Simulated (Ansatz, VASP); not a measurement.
Au in VASP and in Ansatz

```xyz
1
Lattice="0.0000 2.0784 2.0784 2.0784 0.0000 2.0784 2.0784 2.0784 0.0000" Properties=species:S:1:pos:R:3 pbc="T T T"
Au    0.0000    0.0000    0.0000
```

Alike in both runs: functional PBE; k mesh 13 × 13 × 13; no spin polarisation.

Ansatz relaxed the structure, and its values are those at the end. VASP's run is a single point on that final structure, the one shown.

```csv
,VASP,Ansatz
version,VASP 6.6.1,Ansatz 0.2.0
potentials or method,"VASP PAW PBE potentials, release 64 (Au)","plane waves, PAW"
plane-wave cutoff (eV),520,550
occupations,"fermi-dirac, width 0.1 eV",fermi-dirac
valence electrons in the cell,11,19
```

```tsv
	VASP	Ansatz	Ansatz less VASP
pressure (GPa)	-0.3	0.0	+0.23
```

The two sets of potentials don't hold the same shells in valence.

Spin-orbit coupling is left out, which matters for the levels of Au.
